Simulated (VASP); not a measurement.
# HC60N3 (a cell with a defect) in VASP: settings compared

Aim: see how the results for HC60N3 (a cell with a defect) move with the level of theory and the settings. Levels: PBE, LDA, r2SCAN. Tasks: single point.

All numbers are computed with VASP 6.6.1; they aren't measurements. Logs are shortened: lines on timing, memory, paths and dates and some standing lists are left out, and cuts for length are marked.

## Step 1: Starting point

The cell holds a defect, 64 atoms: a = 7.140 Å, b = 7.140 Å, c = 7.140 Å, α = 90.00°, β = 90.00°, γ = 90.00°.

The cell was built by a generator and needn't be a form met in nature.

## Step 2: Single point, PBE

File INCAR:

```
  PREC = Accurate
  ENCUT = 520
  EDIFF = 1E-6
  ISMEAR = 0
  SIGMA = 0.03
  LREAL = F
  LASPH = T
  NELM = 60
  ALGO = Fast
  ISIF = 2
  LWAVE = F
  LCHARG = F
  GGA = PE
  NBANDS = 166
```

File KPOINTS:

```
Automatic mesh
0
Gamma
  2 2 2
```

File POSCAR:

```
HC60N3
1.0
    7.1400000000      0.0000000000      0.0000000000
    0.0000000000      7.1400000000      0.0000000000
    0.0000000000      0.0000000000      7.1400000000
H C N
1 60 3
Direct
    0.5447440000      0.5447440000      0.5447440000
    0.6319130000      0.6319130000      0.6319130000
    0.5014860000      0.7507060000      0.7507060000
    0.7507060000      0.5014860000      0.7507060000
    0.7507060000      0.7507060000      0.5014860000
    0.4950870000      0.2505090000      0.7494590000
    0.4950870000      0.7494590000      0.2505090000
    0.2505090000      0.4950870000      0.7494590000
    0.7494590000      0.4950870000      0.2505090000
    0.2505090000      0.7494590000      0.4950870000
    0.7494590000      0.2505090000      0.4950870000
    0.6235760000      0.3759650000      0.8734240000
    0.6235760000      0.8734240000      0.3759650000
    0.3759650000      0.6235760000      0.8734240000
    0.8734240000      0.6235760000      0.3759650000
    0.3759650000      0.8734240000      0.6235760000
    0.8734240000      0.3759650000      0.6235760000
    0.5050870000      0.2510410000      0.2510410000
    0.2510410000      0.5050870000      0.2510410000
    0.2510410000      0.2510410000      0.5050870000
    0.1273950000      0.6227350000      0.6227350000
    0.6227350000      0.1273950000      0.6227350000
    0.6227350000      0.6227350000      0.1273950000
    0.9999620000      0.4999560000      0.4999560000
    0.4999560000      0.9999620000      0.4999560000
    0.4999560000      0.4999560000      0.9999620000
    0.1278200000      0.3773090000      0.3773090000
    0.3773090000      0.1278200000      0.3773090000
    0.3773090000      0.3773090000      0.1278200000
    0.6239330000      0.8758650000      0.8758650000
    0.8758650000      0.6239330000      0.8758650000
    0.8758650000      0.8758650000      0.6239330000
    0.0011195000      0.7494200000      0.7494200000
    0.7494200000      0.0011195000      0.7494200000
    0.7494200000      0.7494200000      0.0011195000
    0.1237350000      0.3750450000      0.8761320000
    0.1237350000      0.8761320000      0.3750450000
    0.3750450000      0.1237350000      0.8761320000
    0.8761320000      0.1237350000      0.3750450000
    0.3750450000      0.8761320000      0.1237350000
    0.8761320000      0.3750450000      0.1237350000
    0.9987500000      0.2495250000      0.7493430000
    0.9987500000      0.7493430000      0.2495250000
    0.2495250000      0.9987500000      0.7493430000
    0.7493430000      0.9987500000      0.2495250000
    0.2495250000      0.7493430000      0.9987500000
    0.7493430000      0.2495250000      0.9987500000
    0.1237820000      0.1237820000      0.6246850000
    0.1237820000      0.6246850000      0.1237820000
    0.6246850000      0.1237820000      0.1237820000
    0.0017403000      0.2503660000      0.2503660000
    0.2503660000      0.0017403000      0.2503660000
    0.2503660000      0.2503660000      0.0017403000
    0.1249420000      0.8743930000      0.8743930000
    0.8743930000      0.1249420000      0.8743930000
    0.8743930000      0.8743930000      0.1249420000
    0.9999680000      0.9999680000      0.4998950000
    0.9999680000      0.4998950000      0.9999680000
    0.4998950000      0.9999680000      0.9999680000
    0.1254050000      0.1254050000      0.1254050000
    0.9997840000      0.9997840000      0.9997840000
    0.6351560000      0.3648080000      0.3648080000
    0.3648080000      0.6351560000      0.3648080000
    0.3648080000      0.3648080000      0.6351560000
```

Potentials or basis: VASP PAW PBE potentials, release 64 (H, C, N).

Started as:

```
$ cat potpaw_PBE.64/H/POTCAR potpaw_PBE.64/C/POTCAR potpaw_PBE.64/N/POTCAR > POTCAR
$ mpirun -np 1 vasp_std > vasp.out
```

OUTCAR:

```text
PREC = Accurate
   ENCUT = 520
   EDIFF = 1E-6
   ISMEAR = 0
   LREAL = F
   LASPH = T
   NELM = 60
   ISIF = 2
   GGA = PE

 ion  position               nearest neighbor table
   1  0.545  0.545  0.545-   2 1.08
   2  0.632  0.632  0.632-   1 1.08   3 1.52   4 1.52   5 1.52
   3  0.501  0.751  0.751-   2 1.52  30 1.54  16 1.55  14 1.55
   4  0.751  0.501  0.751-   2 1.52  31 1.54  17 1.55  12 1.55
   5  0.751  0.751  0.501-   2 1.52  32 1.54  15 1.55  13 1.55
   6  0.495  0.251  0.749-  64 1.48  38 1.54  22 1.56  12 1.56
   7  0.495  0.749  0.251-  63 1.48  40 1.54  23 1.56  13 1.56
[... 52 lines left out ...]
  60  0.125  0.125  0.125-  51 1.54  52 1.54  53 1.54  61 1.55
  61  1.000  1.000  1.000-  54 1.55  55 1.55  56 1.55  60 1.55
  62  0.635  0.365  0.365-  18 1.48  11 1.48   9 1.48
  63  0.365  0.635  0.365-  19 1.48  10 1.48   7 1.48
  64  0.365  0.365  0.635-  20 1.48   8 1.48   6 1.48

  LATTYP: Found a simple cubic cell.
 ALAT       =     7.1400000000

  Lattice vectors:

 A1 = (   7.1400000000,   0.0000000000,   0.0000000000)
 A2 = (   0.0000000000,   7.1400000000,   0.0000000000)
 A3 = (   0.0000000000,   0.0000000000,   7.1400000000)

Analysis of symmetry for initial positions (statically):
=====================================================================
 Subroutine PRICEL returns:
 Original cell was already a primitive cell.

 Routine SETGRP: Setting up the symmetry group for a
 simple cubic supercell.

 Subroutine GETGRP returns: Found  6 space group operations
 (whereof  6 operations were pure point group operations)
 out of a pool of 48 trial point group operations.

The static configuration has the point symmetry C_3v.

Analysis of symmetry for dynamics (positions and initial velocities):
=====================================================================
 Subroutine PRICEL returns:
 Original cell was already a primitive cell.

 Routine SETGRP: Setting up the symmetry group for a
 simple cubic supercell.

 Subroutine GETGRP returns: Found  6 space group operations
 (whereof  6 operations were pure point group operations)
 out of a pool of 48 trial point group operations.

The dynamic configuration has the point symmetry C_3v.

 Subroutine INISYM returns: Found  6 space group operations
 (whereof  6 operations are pure point group operations),
 and found     1 'primitive' translations

----------------------------------------------------------------------------------------

                                     Primitive cell

  volume of cell :     363.9943

  direct lattice vectors                    reciprocal lattice vectors
     7.140000000  0.000000000  0.000000000     0.140056022  0.000000000  0.000000000
     0.000000000  7.140000000  0.000000000     0.000000000  0.140056022  0.000000000
     0.000000000  0.000000000  7.140000000     0.000000000  0.000000000  0.140056022

  length of vectors
     7.140000000  7.140000000  7.140000000     0.140056022  0.140056022  0.140056022

  position of ions in fractional coordinates (direct lattice)
     0.544744000  0.544744000  0.544744000
     0.631913000  0.631913000  0.631913000
     0.501486000  0.750706000  0.750706000
     0.750706000  0.501486000  0.750706000
     0.750706000  0.750706000  0.501486000
     0.495087000  0.250509000  0.749459000
[... 56 lines left out ...]
     0.364808000  0.635156000  0.364808000
     0.364808000  0.364808000  0.635156000

  ion indices of the primitive-cell ions
   primitive index   ion index
                 1           1
                 2           2
                 3           3
                 4           4
                 5           5
                 6           6
[... 56 lines left out ...]
                63          63
                64          64

----------------------------------------------------------------------------------------

 KPOINTS: Automatic mesh

Automatic generation of k-mesh.
 Grid dimensions read from file:
 generate k-points for:    2    2    2

 Generating k-lattice:

  Cartesian coordinates                     Fractional coordinates (reciprocal lattice)
     0.070028011  0.000000000  0.000000000     0.500000000  0.000000000  0.000000000
     0.000000000  0.070028011  0.000000000     0.000000000  0.500000000  0.000000000
     0.000000000  0.000000000  0.070028011     0.000000000  0.000000000  0.500000000

  Length of vectors
     0.070028011  0.070028011  0.070028011

  Shift w.r.t. Gamma in fractional coordinates (k-lattice)
     0.000000000  0.000000000  0.000000000

 Subroutine IBZKPT returns following result:
 ===========================================

 Found      4 irreducible k-points:

 Following reciprocal coordinates:
            Coordinates               Weight
  0.000000  0.000000  0.000000      1.000000
  0.500000  0.000000  0.000000      3.000000
  0.500000  0.500000  0.000000      3.000000
  0.500000  0.500000  0.500000      1.000000
   k-points           NKPTS =      4   k-points in BZ     NKDIM =      4   number of bands    NBANDS=    166
   number of dos      NEDOS =    301   number of ions     NIONS =     64
   total plane-waves  NPLWV = 157464
   dimension x,y,z NGX =    54 NGY =   54 NGZ =   54
   dimension x,y,z NGXF=   108 NGYF=  108 NGZF=  108
   ions per type =               1  60   3
   NGX,Y,Z   is equivalent  to a cutoff of  12.57, 12.57, 12.57 a.u.
   NGXF,Y,Z  is equivalent  to a cutoff of  25.15, 25.15, 25.15 a.u.
 SYSTEM =  unknown system
   PREC   = accura    normal or accurate (medium, high low for compatibility)
   ISTART =      0    job   : 0-new  1-cont  2-samecut
   ICHARG =      2    charge: 1-file 2-atom 10-const
   ISPIN  =      1    spin polarized calculation?
   LNONCOLLINEAR =      F non collinear calculations
   LSORBIT =      F    spin-orbit coupling
   LASPH  =      T    aspherical Exc in radial PAW
   ENCUT  =  520.0 eV  38.22 Ry    6.18 a.u.  13.28 13.28 13.28*2*pi/ulx,y,z
   NELM   =     60;   NELMIN=  2; NELMDL= -5     # of ELM steps
   EDIFF  = 0.1E-05   stopping-criterion for ELM
   LREAL  =      F    real-space projection
   EDIFFG = 0.1E-04   stopping-criterion for IOM
   NSW    =      0    number of steps for IOM
   IBRION =     -1    ionic relax: 0-MD 1-quasi-New 2-CG
   NFREE  =      0    steps in history (QN), initial steepest desc. (CG)
   ISIF   =      2    stress and relaxation
   ISYM   =      2    0-nonsym 1-usesym 2-fastsym
   POTIM  = 0.5000    time-step for ionic-motion
   TEBEG  =    0.0;   TEEND  =   0.0 temperature during run
   PSTRESS=    0.0 pullay stress
   NELECT =     256.0000    total number of electrons
   NUPDOWN=      -1.0000    fix difference up-down
   EMIN   =  10.00;   EMAX   =-10.00  energy-range for DOS
   EFERMI =   0.00;   METHOD = LEGACY
   ISMEAR =     0;   SIGMA  =   0.03  broadening in eV -4-tet -1-fermi 0-gaus
   EFERMI_NEDOS =   21; number of points for ismear=-14 and -15
   IALGO  =     68    algorithm
   IMIX   =      4    mixing-type and parameters
     AMIX     =   0.40;   BMIX     =  1.00
     AMIX_MAG =   1.60;   BMIX_MAG =  1.00
  volume/ion in A,a.u.               =       5.69        38.38
  Fermi-wavevector in a.u.,A,eV,Ry     =   1.455872  2.751200 28.838420  2.119564
  Thomas-Fermi vector in A             =   2.572856
   LORBIT       =      0    0 simple, 1 ext, 2 COOP (PROOUT), +10 PAW based schemes
   GGA     = PE    functional components
   LHFCALC =     F    Hartree Fock is set to
   AEXX    =    0.0000 exact exchange contribution
   IVDW    =     0    specifies the selected vdW correction
   LEPSILON=     F    determine dielectric tensor
   LRPA    =     F    only Hartree local field effects (RPA)
 non-spin polarized calculation
 RMM-DIIS sequential band-by-band and
 Gauss-broadening in eV      SIGMA  =   0.03
  energy-cutoff  :      520.00
  volume of cell :      363.99
 maximum number of plane-waves:      9808
 NGX is ok and might be reduce to    54
   NGX = 27   NGY = 27   NGZ = 27

 number of electron     256.0000001 magnetization

 Free energy of the ion-electron system (eV)
  ---------------------------------------------------
  ext. energy  EPLUGINS =         0.00000000
  ---------------------------------------------------
  free energy    TOTEN  =      -570.52829757 eV

  energy without entropy =     -570.52829757  energy(sigma->0) =     -570.52829757

 E-fermi :  10.0548     XC(G=0): -13.1704

 val. band max:        9.8331118694   @ k =   0.0000   0.0000   0.0000
 cond. band min:      13.5184119204   @ k =   0.5000   0.0000   0.0000
 fundamental gap:      3.6853000510
 Fermi energy:        10.0548172983

 k-point     1 :       0.0000    0.0000    0.0000
  band No.  band energies     occupation
      1     -12.2413      2.00000
      2     -10.5985      2.00000
      3     -10.5985      2.00000
      4     -10.1543      2.00000
      5      -9.7674      2.00000
      6      -9.7674      2.00000
[... 132 lines left out ...]
    139      14.3560      0.00000
    140      14.5480      0.00000

 k-point     2 :       0.5000    0.0000    0.0000
  band No.  band energies     occupation
      1     -11.8154      2.00000
      2     -11.5820      2.00000
      3     -10.4777      2.00000
      4     -10.0239      2.00000
      5      -9.5435      2.00000
      6      -9.2365      2.00000
[... 132 lines left out ...]
    139      16.0104      0.00000
    140      16.0781      0.00000

 k-point     3 :       0.5000    0.5000    0.0000
  band No.  band energies     occupation
      1     -11.4323      2.00000
      2     -11.2799      2.00000
      3     -11.1216      2.00000
      4     -10.7903      2.00000
      5      -9.8020      2.00000
      6      -9.3841      2.00000
[... 132 lines left out ...]
    139      15.8154      0.00000
    140      15.9183      0.00000

 k-point     4 :       0.5000    0.5000    0.5000
  band No.  band energies     occupation
      1     -11.1202      2.00000
      2     -11.0282      2.00000
      3     -11.0282      2.00000
      4     -10.3035      2.00000
      5     -10.2725      2.00000
      6     -10.2725      2.00000
[... 132 lines left out ...]
    139      15.4600      0.00000
    140      15.4654      0.00000
 [bands above 140 left out]

------------------------ aborting loop because EDIFF is reached ----------------------------------------

  FORCE on cell =-STRESS in cart. coord.  units (eV):
  Direction    XX          YY          ZZ          XY          YZ          ZX
  --------------------------------------------------------------------------------------
  -------------------------------------------------------------------------------------
  Total        2.4092611      2.4092611      2.4092611     -1.6219567     -1.6219567     -1.6219567
  in kB       10.6047347     10.6047347     10.6047347     -7.1392930     -7.1392930     -7.1392930
  external PRESSURE =      10.6047347 kB  Pullay stress =       0.0000000 kB

 VOLUME and BASIS-vectors are now :
 -----------------------------------------------------------------------------
  energy-cutoff  :      520.00
  volume of cell :      363.99
      direct lattice vectors                 reciprocal lattice vectors
     7.140000000  0.000000000  0.000000000     0.140056022  0.000000000  0.000000000
     0.000000000  7.140000000  0.000000000     0.000000000  0.140056022  0.000000000
     0.000000000  0.000000000  7.140000000     0.000000000  0.000000000  0.140056022

 POSITION                                       TOTAL-FORCE (eV/Angst)
 -----------------------------------------------------------------------------------
      3.88947      3.88947      3.88947        -0.001425     -0.001425     -0.001425
      4.51186      4.51186      4.51186         0.005516      0.005516      0.005516
      3.58061      5.36004      5.36004         0.001343     -0.000968     -0.000968
      5.36004      3.58061      5.36004        -0.000968      0.001343     -0.000968
      5.36004      5.36004      3.58061        -0.000968     -0.000968      0.001343
      3.53492      1.78863      5.35114        -0.001417      0.001095      0.000422
[... 56 lines left out ...]
      2.60473      4.53501      2.60473         0.000007     -0.002135      0.000007
      2.60473      2.60473      4.53501         0.000007      0.000007     -0.002135
 -----------------------------------------------------------------------------------
    total drift:                                0.000067      0.000067      0.000063

  FREE ENERGIE OF THE ION-ELECTRON SYSTEM (eV)
  ---------------------------------------------------
  free  energy   TOTEN  =      -570.5282975703 eV

  energy  without entropy=     -570.5282975703  energy(sigma->0) =     -570.52829757
```

It took 5.1 min on 1 thread of AMD EPYC 9R45 (Zen 5), shared host; peak memory 0.47 GiB.

Results:

```yaml
Free_energy: -570.5283 eV
Pressure: 1.1 GPa
Largest_force: 0.010 eV/Å
Band_gap_on_the_k_mesh: 3.69 eV, indirect (least direct gap 3.75 eV)
```

Forces on the atoms (eV/Å):
```
H   -0.001 -0.001 -0.001
C    0.006  0.006  0.006
C    0.001 -0.001 -0.001
C   -0.001  0.001 -0.001
C   -0.001 -0.001  0.001
C   -0.001  0.001  0.000
C   -0.001  0.000  0.001
C    0.001 -0.001  0.000
C    0.000 -0.001  0.001
C    0.001  0.000 -0.001
C    0.000  0.001 -0.001
C    0.002  0.001  0.000
C    0.002  0.000  0.001
C    0.001  0.002  0.000
C    0.000  0.002  0.001
C    0.001  0.000  0.002
C    0.000  0.001  0.002
C    0.000 -0.003 -0.003
C   -0.003  0.000 -0.003
C   -0.003 -0.003  0.000
C    0.001 -0.001 -0.001
C   -0.001  0.001 -0.001
C   -0.001 -0.001  0.001
C    0.001 -0.001 -0.001
C   -0.001  0.001 -0.001
C   -0.001 -0.001  0.001
C    0.001 -0.001 -0.001
C   -0.001  0.001 -0.001
C   -0.001 -0.001  0.001
C    0.002  0.000  0.000
C    0.000  0.002  0.000
C    0.000  0.000  0.002
C    0.000  0.001  0.001
C    0.001  0.000  0.001
C    0.001  0.001  0.000
C    0.000  0.001 -0.001
C    0.000 -0.001  0.001
C    0.001  0.000 -0.001
C   -0.001  0.000  0.001
C    0.001 -0.001  0.000
C   -0.001  0.001  0.000
C    0.001  0.001 -0.001
C    0.001 -0.001  0.001
C    0.001  0.001 -0.001
C   -0.001  0.001  0.001
C    0.001 -0.001  0.001
C   -0.001  0.001  0.001
C    0.000  0.000  0.000
C    0.000  0.000  0.000
C    0.000  0.000  0.000
C   -0.001 -0.003 -0.003
C   -0.003 -0.001 -0.003
C   -0.003 -0.003 -0.001
C    0.001  0.000  0.000
C    0.000  0.001  0.000
C    0.000  0.000  0.001
C    0.001  0.001  0.000
C    0.001  0.000  0.001
C    0.000  0.001  0.001
C   -0.003 -0.003 -0.003
C    0.002  0.002  0.002
N   -0.002  0.000  0.000
N    0.000 -0.002  0.000
N    0.000  0.000 -0.002
```

Stress tensor (GPa, compression positive):
```
 1.06 -0.71 -0.71
-0.71  1.06 -0.71
-0.71 -0.71  1.06
```

Caveat: the k mesh is coarse (spacing up to 0.44 Å⁻¹), so the values aren't converged.

[end of part 1 of 2]
